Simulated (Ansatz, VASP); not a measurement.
**KCl in VASP and in Ansatz**

```
CELL_PARAMETERS angstrom
3.93861 0.00000 0.00000
0.00000 3.93861 0.00000
0.00000 0.00000 3.74182
ATOMIC_POSITIONS crystal
K 0.00000 0.00000 0.00000
Cl 0.50000 0.50000 0.50000
```

Change from the starting cell: epitaxial_xy strain +4.4%.

Alike in both runs: task single point; functional r2SCAN; k mesh 8 × 8 × 8; no spin polarisation.

```csv
,VASP,Ansatz
version,VASP 6.6.1,Ansatz 0.2.0
potentials or method,"VASP PAW PBE potentials, release 64 (K_sv, Cl)","plane waves, PAW"
plane-wave cutoff (eV),520,500
occupations,"gaussian, width 0.01 eV",fixed
valence electrons in the cell,16,16
```

```tsv
	VASP	Ansatz	Ansatz less VASP
gap on the k mesh at the Fermi level (eV)	5.25	5.25	-0.006
pressure (GPa)	-1.5	-1.5	+0.05
largest component of the traceless stress (GPa)	1.48	1.48	0.000
```

Caveats: the PAW data sets were made with another functional, which shifts forces and pressure a little (VASP). A k mesh can miss the band edges.
